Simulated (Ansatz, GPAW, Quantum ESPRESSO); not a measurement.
# One calculation of Os, 3 ways

```xyz
2
Lattice="2.7341 0.0000 0.0000 -1.3671 2.3678 0.0000 0.0000 0.0000 4.3197" Properties=species:S:1:pos:R:3 pbc="T T T"
Os    1.3671    0.7893    3.2398
Os    0.0000    1.5785    1.0799
```

Alike in all runs: task single point; functional PBE; k mesh 11 × 11 × 6; occupations fermi-dirac, width 0.05 eV; no spin polarisation; no spin-orbit coupling. Pressure is positive in compression and, in plane waves, holds the error of the finite cutoff, which Ansatz's Pulay term estimates and takes out.

```tsv
program and potentials	plane-wave cutoff (eV)	notes	pressure (GPa)
Ansatz, Ansatz PAW	600	16 valence electrons an atom on average	8.76
GPAW, GPAW PAW data sets (gpaw-data 1.2.1)	600	14 valence electrons an atom on average	6.46
Quantum ESPRESSO, SSSP 1.3 efficiency PBE	748	16 valence electrons an atom on average	?
```

Estimate from the other rows what the run with Quantum ESPRESSO, SSSP 1.3 efficiency PBE gave.

Pressure 8.29 GPa. The other rows, which needn't bracket it: pressure 6.46 to 8.76.
